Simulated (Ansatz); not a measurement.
**Pressure series in CsPbI3**

Start from CsPbI$_{3}$ in the cubic perovskite structure (space group Pm-3m, No. 221; a = 6.333 Å).

Cell and atoms are relaxed at each pressure.

All numbers come from r2SCAN (Ansatz, a quantum-chemistry and plane-wave program), without spin-orbit coupling.

| pressure (GPa) | volume per atom (Å³/atom) |
|---|---|
| -1 | 54.512 |
| 0 | 50.792 |
| 3 | 44.520 |
| 7 | 39.947 |
| 15 | 34.891 |
| 30 | 29.993 |
| 50 | 26.452 |
| 75 | ? |
| 100 | 21.948 |

Fit the third-order Birch–Murnaghan form P(V) = (3B₀/2)[(V₀/V)^(7/3) − (V₀/V)^(5/3)]·[1 + (3/4)(B₀′ − 4)((V₀/V)^(2/3) − 1)] (squares taken in P) to the rows shown and predict the withheld row.

Least squares on the printed values gives V₀ = 50.752 Å³/atom, B₀ = 17.0 GPa, B₀′ = 4.5; this predicts 23.758 Å³/atom, and the run gives 23.768 Å³/atom, 0.010 higher.

A case with no gap was solved on a k-mesh chosen for an insulator, which is coarse for it. Load acts through the strain it causes; cell and atoms are relaxed under it. Whether these cells are dynamically stable was not tested. No other phases were tried under pressure. The final runs are not spin-polarised. Many cubic perovskites are stable only at high temperature; tilts and polar distortions were not tested. This is not the structure that CsPbI3 has at room temperature and ambient pressure.
